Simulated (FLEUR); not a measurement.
# Rh (Fm-3m) in FLEUR: settings compared

One crystal, Rh, is run at these levels: PBEsol, LDA; tasks: band structure, equation of state.

Program: FLEUR MaX-R8.1 (later development tree). These are calculated values, not measurements. Logs are shortened: lines on timing, memory, paths and dates and some standing lists are left out, and cuts for length are marked.

**What was measured.**

From “Thermal equation of state of rhodium characterized by XRD in a resistively heated diamond anvil cell”, 2024, pmc:11535440, for a bulk crystal of Rh: bulk modulus 264 ± 1 GPa.

The runs below are set against these values where they give the same quantity.

## Step 1: Starting point

It takes space group Fm-3m (No. 225, cubic). The conventional cell has a = 3.796 Å, b = 3.796 Å, c = 3.796 Å, α = 90.00°, β = 90.00°, γ = 90.00°. Around Rh (site symmetry m-3m) lie 12 Rh at 2.68 Å.

## Step 2: Band structure, PBEsol, spin-orbit coupling, no magnetisation

Input file inp.xml:

```xml
<?xml version="1.0" encoding="UTF-8" standalone="no"?>
<fleurInput fleurInputVersion="0.39">
   <comment>
      Rh                                                                                                  
   </comment>
   <calculationSetup>
      <cutoffs Kmax="4.17" Gmax="12.9" GmaxXC="12.9" numbands="all"/>
      <scfLoop itmax="60" minDistance="0.00001" maxIterBroyd="15" imix="Anderson" alpha="0.05" precondParam="0.0" spinf="2.0" sdNocoIR="T"/>
      <coreElectrons ctail="T" frcor="F" kcrel="0" coretail_lmax="0"/>
      <xcFunctional name="PBEs" relativisticCorrections="F"/>
      <magnetism jspins="1"/>
      <soc l_soc="T" theta="0.0" phi="0.0" spav="F"/>
      <expertModes spex="0" secvar="F"/>
      <geometryOptimization l_f="F" forcealpha="1.0" forcemix="BFGS" epsdisp="0.00001" epsforce="0.00001"/>
      <ldaU l_linMix="F" mixParam="0.05" spinf="1.0"/>
   </calculationSetup>
   <cell>
      <bzIntegration valenceElectrons="17.0" mode="hist" fermiSmearingEnergy="0.00183747">
         <kPointListSelection listName="default-1"/>
         <!-- k-points included here -->
         <xi:include xmlns:xi="http://www.w3.org/2001/XInclude" href="kpts.xml"> </xi:include>
      </bzIntegration>
      <!-- symmetry operations included here -->
      <xi:include xmlns:xi="http://www.w3.org/2001/XInclude" href="sym.xml"> </xi:include>
      <bulkLattice scale="1.0">
         <bravaisMatrix>
            <row-1>    0.0000000000000000     3.5864167255721098     3.5864167255721098</row-1>
            <row-2>    3.5864167255721098     0.0000000000000000     3.5864167255721098</row-2>
            <row-3>    3.5864167255721098     3.5864167255721098     0.0000000000000000</row-3>
         </bravaisMatrix>
      </bulkLattice>
   </cell>
   <atomSpecies>
      <species name="Rhodium (Rh)" element="Rh" atomicNumber="45">
         <mtSphere radius="2.35" gridPoints="777" logIncrement="0.016"/>
         <atomicCutoffs lmax="9" lnonsphr="7"/>
         <electronConfig flipSpins="F">
            <coreConfig>(1s1/2) (2s1/2) (2p1/2) (2p3/2) (3s1/2) (3p1/2) (3p3/2) (3d3/2) (3d5/2)</coreConfig>
            <valenceConfig>(4s1/2) (4p1/2) (4p3/2) (5s1/2) (4d3/2) (4d5/2)</valenceConfig>
            <stateOccupation state="(5s1/2)" spinUp="0.500000" spinDown="0.500000"/>
            <stateOccupation state="(4d3/2)" spinUp="1.600000" spinDown="1.600000"/>
            <stateOccupation state="(4d5/2)" spinUp="2.400000" spinDown="2.400000"/>
         </electronConfig>
         <energyParameters s="5" p="5" d="4" f="4"/>
         <lo type="SCLO" l="0" n="4" eDeriv="0"/>
         <lo type="SCLO" l="1" n="4" eDeriv="0"/>
         <lo type="SCLO" l="1" n="4" eDeriv="1"/>
         <lo type="SCLO" l="2" n="4" eDeriv="2"/>
         <lo type="SCLO" l="3" n="4" eDeriv="2"/>
      </species>
   </atomSpecies>
   <atomGroups>
      <atomGroup species="Rhodium (Rh)">
         <relPos label="                   1">.0000000000 .0000000000 .0000000000</relPos>
         <force calculate="T" relaxXYZ="TTT"/>
      </atomGroup>
   </atomGroups>
   <output dos="F" band="F" slice="F">
      <checks vchk="F" cdinf="F"/>
      <bandDOS minEnergy="-.5*Htr" maxEnergy="0.5*Htr" sigma="0.015" storeEVData="T"/>
      <vacuumDOS vacdos="F" integ="F" star="F" nstars="0" locx1="0.0" locy1="0.0" locx2="0.0" locy2="0.0" nstm="0" tworkf="0.0"/>
      <unfoldingBand unfoldBand="F" supercellX="1" supercellY="1" supercellZ="1"/>
      <plotting iplot="0" polar="F">
         <plot TwoD="T" vec1="  1.0  0.0  0.0" vec2="  0.0  1.0  0.0" vec3="  0.0  0.0  1.0" zero="  0.0  0.0  0.0" file="plot"/>
      </plotting>
      <chargeDensitySlicing numkpt="0" minEigenval="0.0" maxEigenval="0.0" nnne="0" pallst="F"/>
      <specialOutput eonly="F"/>
      <moessbauerParams electricFieldGradient="T" isomerShift="T" coreHyperfine="T" valenceHyperfine="T"/>
      <magneticCircularDichroism mcd="F" energyLo="-10.0" energyUp="0.0"/>
   </output>
  <!-- We include the file relax.xml here to enable relaxations (see documentation) -->
  <xi:include xmlns:xi="http://www.w3.org/2001/XInclude" href="relax.xml"> <xi:fallback/> </xi:include>
</fleurInput>
```

Input file crystal.txt:

```
Rh
&input cartesian=F /
0.0000000000  1.8978500000  1.8978500000
1.8978500000  0.0000000000  1.8978500000
1.8978500000  1.8978500000  0.0000000000
1.8897261246
1.0 1.0 1.0

1
45 0.0000000000  0.0000000000  0.0000000000

&soc 0.0 0.0 /
&kpt div1=9 div2=9 div3=9 gamma=T /
```

Input file inp.xml (bands):

```
<?xml version="1.0" encoding="UTF-8" standalone="no"?>
<fleurInput fleurInputVersion="0.39">
   <comment>
      Rh                                                                                                  
   </comment>
   <calculationSetup>
      <cutoffs Kmax="4.17" Gmax="12.9" GmaxXC="12.9" numbands="all"/>
      <scfLoop itmax="60" minDistance="0.00001" maxIterBroyd="15" imix="Anderson" alpha="0.05" precondParam="0.0" spinf="2.0" sdNocoIR="T"/>
      <coreElectrons ctail="T" frcor="F" kcrel="0" coretail_lmax="0"/>
      <xcFunctional name="PBEs" relativisticCorrections="F"/>
      <magnetism jspins="1"/>
      <soc l_soc="T" theta="0.0" phi="0.0" spav="F"/>
      <expertModes spex="0" secvar="F"/>
      <geometryOptimization l_f="F" forcealpha="1.0" forcemix="BFGS" epsdisp="0.00001" epsforce="0.00001"/>
      <ldaU l_linMix="F" mixParam="0.05" spinf="1.0"/>
   </calculationSetup>
   <cell>
      <bzIntegration valenceElectrons="17.0" mode="hist" fermiSmearingEnergy="0.00183747">
         <kPointListSelection listName="path-1"/>
         <!-- k-points included here -->
         <xi:include xmlns:xi="http://www.w3.org/2001/XInclude" href="kpts.xml"> </xi:include>
      </bzIntegration>
      <!-- symmetry operations included here -->
      <xi:include xmlns:xi="http://www.w3.org/2001/XInclude" href="sym.xml"> </xi:include>
      <bulkLattice scale="1.0">
         <bravaisMatrix>
            <row-1>    0.0000000000000000     3.5864167255721098     3.5864167255721098</row-1>
            <row-2>    3.5864167255721098     0.0000000000000000     3.5864167255721098</row-2>
            <row-3>    3.5864167255721098     3.5864167255721098     0.0000000000000000</row-3>
         </bravaisMatrix>
      </bulkLattice>
   </cell>
   <atomSpecies>
      <species name="Rhodium (Rh)" element="Rh" atomicNumber="45">
         <mtSphere radius="2.35" gridPoints="777" logIncrement="0.016"/>
         <atomicCutoffs lmax="9" lnonsphr="7"/>
         <electronConfig flipSpins="F">
            <coreConfig>(1s1/2) (2s1/2) (2p1/2) (2p3/2) (3s1/2) (3p1/2) (3p3/2) (3d3/2) (3d5/2)</coreConfig>
            <valenceConfig>(4s1/2) (4p1/2) (4p3/2) (5s1/2) (4d3/2) (4d5/2)</valenceConfig>
            <stateOccupation state="(5s1/2)" spinUp="0.500000" spinDown="0.500000"/>
            <stateOccupation state="(4d3/2)" spinUp="1.600000" spinDown="1.600000"/>
            <stateOccupation state="(4d5/2)" spinUp="2.400000" spinDown="2.400000"/>
         </electronConfig>
         <energyParameters s="5" p="5" d="4" f="4"/>
         <lo type="SCLO" l="0" n="4" eDeriv="0"/>
         <lo type="SCLO" l="1" n="4" eDeriv="0"/>
         <lo type="SCLO" l="1" n="4" eDeriv="1"/>
         <lo type="SCLO" l="2" n="4" eDeriv="2"/>
         <lo type="SCLO" l="3" n="4" eDeriv="2"/>
      </species>
   </atomSpecies>
   <atomGroups>
      <atomGroup species="Rhodium (Rh)">
         <relPos label="                   1">.0000000000 .0000000000 .0000000000</relPos>
         <force calculate="T" relaxXYZ="TTT"/>
      </atomGroup>
   </atomGroups>
   <output dos="F" band="T" slice="F">
      <checks vchk="F" cdinf="F"/>
      <bandDOS minEnergy="-.5*Htr" maxEnergy="0.5*Htr" sigma="0.015" storeEVData="T"/>
      <vacuumDOS vacdos="F" integ="F" star="F" nstars="0" locx1="0.0" locy1="0.0" locx2="0.0" locy2="0.0" nstm="0" tworkf="0.0"/>
      <unfoldingBand unfoldBand="F" supercellX="1" supercellY="1" supercellZ="1"/>
      <plotting iplot="0" polar="F">
         <plot TwoD="T" vec1="  1.0  0.0  0.0" vec2="  0.0  1.0  0.0" vec3="  0.0  0.0  1.0" zero="  0.0  0.0  0.0" file="plot"/>
      </plotting>
      <chargeDensitySlicing numkpt="0" minEigenval="0.0" maxEigenval="0.0" nnne="0" pallst="F"/>
      <specialOutput eonly="F"/>
      <moessbauerParams electricFieldGradient="T" isomerShift="T" coreHyperfine="T" valenceHyperfine="T"/>
      <magneticCircularDichroism mcd="F" energyLo="-10.0" energyUp="0.0"/>
   </output>
  <!-- We include the file relax.xml here to enable relaxations (see documentation) -->
  <xi:include xmlns:xi="http://www.w3.org/2001/XInclude" href="relax.xml"> <xi:fallback/> </xi:include>
</fleurInput>
```

Potentials or basis: all-electron, FLAPW.

Started as:

```sh
$ inpgen -f crystal.txt -profile fastHighL
$ # inp.xml edited to the form shown
$ fleur_MPI
$ fleur_MPI   # second run, on inp.xml (bands)
```

The log of the run:

```text
Welcome to FLEUR        (www.flapw.de)
      MaX-Release 8.1          (www.max-centre.eu)

 ========== k-point set info ==========
 Selected k-point list: default-1
 k-point list type: mesh
 9 x 9 x 9
 Number of k points: 105

 ------------Calculation Setup---------------------------
 Number of MPI-tasks      :            1
 Number of PE/node        :            1
 Number of OMP-threads    :            1
 Most efficient MPI parallelization for:
           1           3           5           7          15          21          35         105
 Additional eigenvalue parallelization possible
 Number of basis functions:          156
 Approximate size of matrices (H+S) per k-point:         0.000 GB
 --------------------------------------------------------
 Iteration:     1   Distance:      18.76247661 me/bohr^3
 Iteration:     2   Distance:      16.46658262 me/bohr^3
 Iteration:     3   Distance:       5.72584893 me/bohr^3
 Iteration:     4   Distance:       5.69136235 me/bohr^3
 Iteration:     5   Distance:       1.50251699 me/bohr^3
 Iteration:     6   Distance:       0.45580325 me/bohr^3
 Iteration:     7   Distance:       0.11462285 me/bohr^3
 Iteration:     8   Distance:       0.03117798 me/bohr^3
 Iteration:     9   Distance:       0.00399779 me/bohr^3
 Iteration:    10   Distance:       0.00081288 me/bohr^3
 Iteration:    11   Distance:       0.00057755 me/bohr^3
 Iteration:    12   Distance:       0.00002928 me/bohr^3
 Iteration:    13   Distance:       0.00000838 me/bohr^3

 ********************************************************************
 Run finished successfully
 Stop message:
   all done
 ********************************************************************
```

output (bands):

```text
Welcome to FLEUR        (www.flapw.de)
      MaX-Release 8.1          (www.max-centre.eu)

 ========== k-point set info ==========
 Selected k-point list: path-1
 k-point list type: path
 Number of k points: 60

 ------------Calculation Setup---------------------------
 Number of MPI-tasks      :            1
 Number of PE/node        :            1
 Number of OMP-threads    :            1
 Most efficient MPI parallelization for:
           1           2           3           4           5           6          10          12          15          20          30          60
 Additional eigenvalue parallelization possible
 Number of basis functions:          160
 Approximate size of matrices (H+S) per k-point:         0.000 GB
 --------------------------------------------------------
 Fermi energy correction for metals:
 Fermi energy in bands.* files may not be consistent with last density.
 Please correct it manually (e.g. in band.gnu file).

 Note: Band structure data (together with different weights) is also stored in the banddos.hdf file.
       A convenient way of extracting and plotting the data from that file is by making use of the

 ********************************************************************
 Run finished successfully
 Stop message:
   Charge density postprocessing done.
 ********************************************************************
```

out.xml (last iteration):

```text
<iteration numberForCurrentRun="   13" overallNumber="   13">
         <energyParameters units="Htr">
            <atomicEP atomType="1" spin="1" branch="5s" branchLowest="-2.35" branchHighest="2.34" value="0.3519340681"/>
            <atomicEP atomType="1" spin="1" branch="5p" branchLowest="-1.14" branchHighest="3.07" value="0.4782645866"/>
            <atomicEP atomType="1" spin="1" branch="4d" branchLowest="-10.39" branchHighest="0.70" value="0.4187635582"/>
            <atomicEP atomType="1" spin="1" branch="4f" branchLowest="-9.99" branchHighest="2.61" value="0.7670049629"/>
            <loAtomicEP atomType="1" spin="1" branch="4s" branchLowest="-21.24" branchHighest="-2.35" value="-2.3661294969"/>
            <loAtomicEP atomType="1" spin="1" branch="4p" branchLowest="-17.06" branchHighest="-1.14" value="-1.1904130098"/>
            <loAtomicEP atomType="1" spin="1" branch="4p" branchLowest="-17.06" branchHighest="-1.14" value="-1.1904130098"/>
            <loAtomicEP atomType="1" spin="1" branch="4d" branchLowest="-10.39" branchHighest="0.70" value="0.4148216110"/>
            <loAtomicEP atomType="1" spin="1" branch="4f" branchLowest="-9.99" branchHighest="2.61" value="0.7670064870"/>
         </energyParameters>
         <eigenvalues>
            <eigenvaluesAt spin="1" ikpt="1" k_x="0.00000000" k_y="0.00000000" k_z="0.00000000">
                      -2.3703692044       -2.3703692044       -1.2710712883       -1.2710712883       -1.1284199373
                      -1.1284199373       -1.1284199366       -1.1284199366        0.2295637792        0.2295637792
                       0.4085103231        0.4085103231        0.4085103920        0.4085103920        0.4178780286
                       0.4178780286        0.4908569445        0.4908569445        0.4908571410        0.4908571410
                       1.1046658274        1.1046658274        1.2974044432        1.2974044432        1.3030587950
                       1.3030587950        1.3030591860        1.3030591860        1.5250626846        1.5250626846
[... 44 lines left out ...]
                      10.3364998716       10.3364998716       10.5789712250       10.5789712250       10.5789724672
                      10.5789724672       13.1910981015       13.1910981015       16.4548063374       16.4548063374
                      16.4720117725       16.4720117725       16.4720121281       16.4720121281
            </eigenvaluesAt>
            <eigenvaluesAt spin="1" ikpt="2" k_x="0.00000000" k_y="0.00000000" k_z="0.11111111">
                      -2.3698748745       -2.3698748745       -1.2722748353       -1.2722748353       -1.1309927148
                      -1.1309927148       -1.1289065498       -1.1289065498        0.2473827864        0.2473827864
                       0.4035220781        0.4035220781        0.4141900650        0.4141900650        0.4229868151
[... 185 lines left out ...]
            <spinDependentCharge spin="1" total="45.0000000" interstitial="1.6303680" mtSpheres="43.3696320"/>
            <totalCharge value="44.9999999994"/>
         </allElectronCharges>
         <moessbauerParams unitsHFF="kG" unitsIS="e/bohr^3" unitsEFG="Htr/bohr^2">
            <coreIsomerShift atomType="1" isTotal="122127.79085">
               <shell n="1" l="0" isomerShift="107506.53014"/>
               <shell n="2" l="0" isomerShift="12108.42909"/>
               <shell n="2" l="1" isomerShift="229.39590"/>
               <shell n="3" l="0" isomerShift="2238.22931"/>
               <shell n="3" l="1" isomerShift="45.20641"/>
               <shell n="3" l="2" isomerShift="0.00001"/>
            </coreIsomerShift>
            <isomerShift atomType="1" nucleusRadius="0.0001107" averageDensity="122557.68689"/>
            <electricFieldGradient atomType="1" VXX="0.00000" VYY="0.00000" VZZ="0.00000" asymParam="0.00000">
            </electricFieldGradient>
         </moessbauerParams>
         <totalEnergy                                    value="    -4782.9205308247" units="Htr">
            <sumOfEigenvalues                            value="    -2847.0264514512">
               <coreElectrons value="-2838.8487678188"/>
               <valenceElectrons value="-8.1776836324"/>
            </sumOfEigenvalues>
            <densityCoulombPotentialIntegral value="-7653.0015954945"/>
            <densityEffectivePotentialIntegral value="-7832.4896867307"/>
            <chargeDenXCDenIntegral value="-136.5802043318"/>
            <FockExchangeEnergyValence value="0.0000000000"/>
            <FockExchangeEnergyCore value="0.0000000000"/>
            <atomTypeDependentContributions atomType="1">
               <electronNucleiInteractionDifferentMTs value="5778.9096298798"/>
               <MadelungTerm value="-26.3931341454"/>
            </atomTypeDependentContributions>
            <tkbTimesEntropy value="0.0002784204"/>
            <freeEnergy value="-4782.9208092451"/>
            <extrapolationTo0K value="-4782.9206700349"/>
         </totalEnergy>
         <densityConvergence units="me/bohr^3">
            <chargeDensity spin="1" distance="0.0000083848"/>
         </densityConvergence>
      </iteration>
```

Wall time 3.7 min (1 thread of Arm Neoverse V1, shared host); peak memory 0.13 GiB.

What came out:

* Free energy: -130149.9055 eV
* Band gap along the path: none (metal or under the smearing width)
* Valence electrons inside the program's atomic spheres: Rh 15.37 (radii Rh 2.35 bohr)

Levels at the corners of the path, in eV from the Fermi level:
| point | band 13 | band 14 | band 15 | band 16 | band 17 | band 18 | band 19 | band 20 |
| --- | --- | --- | --- | --- | --- | --- | --- | --- |
| Γ | -3.17 | -3.17 | -2.91 | -2.91 | -0.93 | -0.93 | -0.93 | -0.93 |
| X | 0.57 | 0.57 | 0.95 | 0.95 | 1.20 | 1.20 | 3.23 | 3.23 |
| W | -3.79 | -3.79 | -1.17 | -1.17 | 1.07 | 1.07 | 9.46 | 9.46 |
| K | -2.06 | -2.06 | -0.65 | -0.65 | 0.45 | 0.45 | 7.89 | 7.89 |
| Γ | -3.17 | -3.17 | -2.91 | -2.91 | -0.93 | -0.93 | -0.93 | -0.93 |
| L | -3.01 | -3.01 | 0.56 | 0.56 | 0.69 | 0.69 | 0.73 | 0.73 |
| U | -2.06 | -2.06 | -0.65 | -0.65 | 0.45 | 0.45 | 7.89 | 7.89 |
| W | -3.79 | -3.79 | -1.17 | -1.17 | 1.07 | 1.07 | 9.46 | 9.46 |
| L | -3.01 | -3.01 | 0.56 | 0.56 | 0.69 | 0.69 | 0.73 | 0.73 |
| K | -2.06 | -2.06 | -0.65 | -0.65 | 0.45 | 0.45 | 7.89 | 7.89 |
| U | -2.06 | -2.06 | -0.65 | -0.65 | 0.45 | 0.45 | 7.89 | 7.89 |
| X | 0.57 | 0.57 | 0.95 | 0.95 | 1.20 | 1.20 | 3.23 | 3.23 |

Core levels (eV from the Fermi level):
```tsv
atom	levels
1 Rh	1s1/2 -23009.5, 2s1/2 -3332.4, 2p1/2 -3085.6, 2p3/2 -2941.1, 3s1/2 -592.4, 3p1/2 -495.8, 3p3/2 -471.0, 3d3/2 -299.8, 3d5/2 -294.9
```

(Continued in part 2 of 3.)
